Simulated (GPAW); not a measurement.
The system is AlNi.

```
Ni Al
1.0
     1.93869   -1.95319    0.00000
     1.93869    1.95319    0.00000
     0.00000    0.00000    3.09943
Ni Al
1 1
Direct
  0.50000 0.50000 0.50000
  0.00000 0.00000 0.00000
```

The cell comes from a database or a generator and needn't be the stable form of this composition.

| Quantity | Value |
| --- | --- |
| Program | GPAW 26.7.0 |
| Task | relaxation of cell and atoms |
| Functional | PBEsol |
| Dispersion | D4 |
| Potentials or basis | PAW data sets generated in the run's folder for this functional |
| Cutoff | 600 eV |
| Basis | pw |
| k mesh | 6 × 6 × 6 |
| Occupations | fermi-dirac, width 0.05 eV |
| Spin | collinear spin, ferromagnetic start |
| Starting moments | [1.0, 0.0] μB |

At the start: pressure -1.7 GPa; volume 11.74 Å³/atom.

Task: Where does the relaxation end?

Result: Over 9 steps the energy falls by 6.8 meV/atom and the volume is 11.63 Å³/atom (-0.9 %); space group P4/mmm (No. 123, to 0.05 Å); moment 0.00 μB per cell.

Step by step:
```tsv
step	energy change (eV)	largest force (eV/Å)	pressure (GPa)	volume (Å³)
1	0.0000	0.0000	-1.74	23.47
2	-0.0016	0.0000	-1.27	23.41
3	-0.0070	0.0000	1.57	23.04
4	-0.0083	0.0000	1.75	23.02
5	-0.0123	0.0000	1.30	23.07
6	-0.0132	0.0000	0.51	23.17
7	-0.0134	0.0000	-0.11	23.25
8	-0.0135	0.0000	-0.17	23.26
9	-0.0135	0.0000	-0.15	23.25
```

Final structure:
```
CELL_PARAMETERS angstrom
1.97190 -1.97099 0.00000
1.97190 1.97099 0.00000
0.00000 0.00000 2.99134
ATOMIC_POSITIONS crystal
Ni 0.50000 0.50000 0.50000
Al 0.00000 0.00000 0.00000
```

Caveat: the k mesh is coarse (spacing up to 0.38 Å⁻¹), so the values aren't converged; each step starts from the last one's moments, so a moment once lost doesn't come back; the stock nickel data set gives pressures a few GPa off other programs; later steps reuse the first step's grids; pairwise dispersion overbinds metals, which lowers pressure and volume.
